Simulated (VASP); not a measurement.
ZrN: equation of state with PBE

The system is ZrN.

```
Zr N
1.0
     0.00000    2.30000    2.30000
     2.30000    0.00000    2.30000
     2.30000    2.30000    0.00000
Zr N
1 1
Direct
  0.50000 0.50000 0.50000
  0.00000 0.00000 0.00000
```

```
Program                : VASP 6.6.1
Task                   : equation of state
Functional             : PBE
Potentials or basis    : VASP PAW PBE potentials, release 64 (Zr_sv, N)
Cutoff                 : 520 eV
k mesh                 : 10 × 10 × 10
Occupations            : fermi-dirac, width 0.05 eV
Spin                   : no spin polarisation
Further INCAR settings : ALGO = Normal; EDIFF = 1e-07; NBANDS = 16
```

| Item | Value |
| --- | --- |
| Equilibrium volume | 12.15 Å³/atom |
| Bulk modulus | 248 GPa |
| Pressure derivative of the bulk modulus | 4.3 |

Energy against volume, from the lowest point:
```tsv
volume (Å³/atom)	energy (meV/atom)
11.437	35.58
11.680	14.76
11.924	3.22
12.167	0.00
12.410	4.28
12.654	15.31
12.897	32.37
```

All runs of the series together: 100 s on 1 thread of Intel(R) Xeon(R) Platinum 8488C (Sapphire Rapids), with other jobs on the host.
